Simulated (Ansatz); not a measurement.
**Ionic part of the dielectric constant of SrO at 6.1 GPa, mode by mode**

Level of theory: DFT r2SCAN+D3(BJ), scalar-relativistic, plane waves, PAW in Ansatz 0.2.0. Settings: 500 eV plane-wave cutoff, Γ-centred 8×8×8 mesh, fixed occupations. No spin polarisation. Phonons by linear response, acoustic sum rule imposed.

It takes space group Pm-3m (No. 221, cubic). Conventional cell: a = 3.036 Å, b = 3.036 Å, c = 3.036 Å, α = 90.00°, β = 90.00°, γ = 90.00°. Sr (site symmetry m-3m) has 8 O at 2.63 Å as nearest neighbours. Around O (site symmetry m-3m) lie 8 Sr at 2.63 Å.

The cell is the ideal cubic caesium chloride prototype; this isn't the usual structure of the compound.

The primitive cell has V = 27.97 Å³ and ε∞,xx = 4.134. Each polar mode adds Δε = (4.92064×10⁷/V)·S/ν² along x, with S its oscillator strength in e²/amu, ν in cm⁻¹ and V in Å³.

Q: From these modes, find each Δε and ε0,xx.
```json
{"ν (cm⁻¹)": "184.6", "S_xx (e²/amu)": "0.4986"}
```

A:
| ν (cm⁻¹) | Δε |
| --- | --- |
| 184.6 | 25.75 |

The sum is 25.754, so ε0,xx = 29.89; the run's tensor has 29.89.

Q: Where do the longitudinal modes lie for a wave vector along x?

A: At 496 cm⁻¹. The Lyddane–Sachs–Teller product Π(ν_LO/ν_TO)² = 7.23 matches ε0/ε∞ = 7.23.

Cost: 1 run of about 1.6 core-minutes, on AMD EPYC 7R43 (Zen 3) (shared hosts).